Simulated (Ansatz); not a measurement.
## Pd: all-electron results

```
CELL_PARAMETERS angstrom
0.00000 1.94490 1.94490
1.94490 0.00000 1.94490
1.94490 1.94490 0.00000
ATOMIC_POSITIONS crystal
Pd 0.00000 0.00000 0.00000
```

The geometry is COD entry 9008478, unchecked; take it as a test cell.

Spin polarisation is left out, and whether a magnetic state lies lower isn't shown here.

The calculation used DFT, PBE, all-electron LAPW, scalar-relativistic (Ansatz 0.2.0).

Sampling and basis: a Γ-centred 18×18×18 k mesh, Fermi–Dirac smearing of 0.05 eV, basis error target 0.25 meV/atom, no spin polarisation.

```json
{"Pressure at this cell": "7.51 GPa", "Band gap": "none: bands cross the Fermi level, a metal", "Density of states at the Fermi level (0.2 eV bin)": "2.33 states/eV per cell", "Volume per atom": "14.71 Å³"}
```
